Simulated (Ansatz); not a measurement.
# SiC: sliding across a plane

This session takes SiC and sets out to slide the crystal rigidly across a (0 0 1) plane.

Computed with Ansatz 0.2.0 (DFT PBE, scalar-relativistic, plane waves, PAW, unless a step's input says otherwise).

### Step 1. The structure to begin with

It takes space group P6_3mc (No. 186, hexagonal). Conventional cell: a = 3.076 Å, b = 3.076 Å, c = 5.048 Å, α = 90.00°, β = 90.00°, γ = 120.00°. Si (site symmetry 3m) is surrounded by 4 C at 1.87 to 1.94 Å. C (site symmetry 3m) is surrounded by 4 Si at 1.87 to 1.94 Å.

Structure file:

```
Si C
1.0
    -3.07600    0.00000    0.00000
    -1.53800   -2.66389    0.00000
     0.00000    0.00000   10.09600
Si C
4 4
Direct
  0.33333 0.33333 0.00000
  0.33333 0.33333 0.50000
  0.66667 0.66667 0.25000
  0.66667 0.66667 0.75000
  0.33333 0.33333 0.19250
  0.33333 0.33333 0.69250
  0.66667 0.66667 0.44250
  0.66667 0.66667 0.94250
```

The cell is taken as given, not relaxed at this level.

### Step 2. Zero of energy

The cell is repeated 2 times, 8 atoms in all. Reference values: F = -3548.5319 eV; pressure 3.70 GPa; largest force 0.752 eV/Å; gap on the mesh 2.48 eV. It was computed beforehand with the settings of the runs below.

### Step 3. The scan: sliding across a plane

The cut lies on the cell's a–b face, a (0 0 1) plane of area 8.19 Å², between layers 1.94 Å apart (Si below, C above); the cell is 10.1 Å thick. Vector c is tilted by f times 1·a + 1·b (length 5.328 Å) with the atoms' Cartesian places fixed: one unrelaxed fault per cell.

### Step 4. At f = 0.167

input.yaml

```yaml
crystal:
  lattice:
    - [-3.0759982064, 0.0, 0.0]
    - [-1.5379991032, -2.6638925888, 0.0]
    - [-0.7691533515, -0.4440708945, 10.096]
  atoms:
    - { symbol: Si, position: [0.2243532083, 0.2243532083, 0.65375] }
    - { symbol: Si, position: [0.3077032083, 0.3077032083, 0.15375] }
    - { symbol: Si, position: [0.5160115417, 0.5160115417, 0.90375] }
    - { symbol: Si, position: [0.5993615417, 0.5993615417, 0.40375] }
    - { symbol: C, position: [0.1922634583, 0.1922634583, 0.84625] }
    - { symbol: C, position: [0.2756134583, 0.2756134583, 0.34625] }
    - { symbol: C, position: [0.6506217917, 0.6506217917, 0.09625] }
    - { symbol: C, position: [0.5672717917, 0.5672717917, 0.59625] }
basis:
  ecutwfc: 420
kpoints:
  mp_grid: { grid: [10, 10, 3] }
hamiltonian:
  xc: pbe
scf:
  occupations: { method: gaussian, width: 0.05 }
output:
  forces: true
  stress: true
  eigenvalues: true
```

Launch:

```sh
$ ansatz run input.yaml --threads 2 --pin off --max-ram 5120MiB --backend cpu --events-out ev --progress --plain --runs-dir out
```

Further runs follow: At f = 0.333; f = 0.500; At f = 0.667; point f = 0.833; f = 0.083; At f = 0.250; f = 0.417; point f = 0.583; f = 0.750; At f = 0.917.

Before running it: what results should come out? Wanted: largest shear traction sampled.

The runs gave:

```
                      quantity                    value
  highest fault energy sampled  5657 mJ/m² at f = 0.667
largest shear traction sampled                 47.6 GPa
```

The highest point computed is 5657 mJ/m², at f = 0.667; the true top can lie between points. A dip at f = 0.417 (3705 mJ/m²) marks a possible metastable fault. The values are for rigid blocks: relaxation normal to the plane would bring them down. The gap on the mesh stays between 0.12 and 2.48 eV.
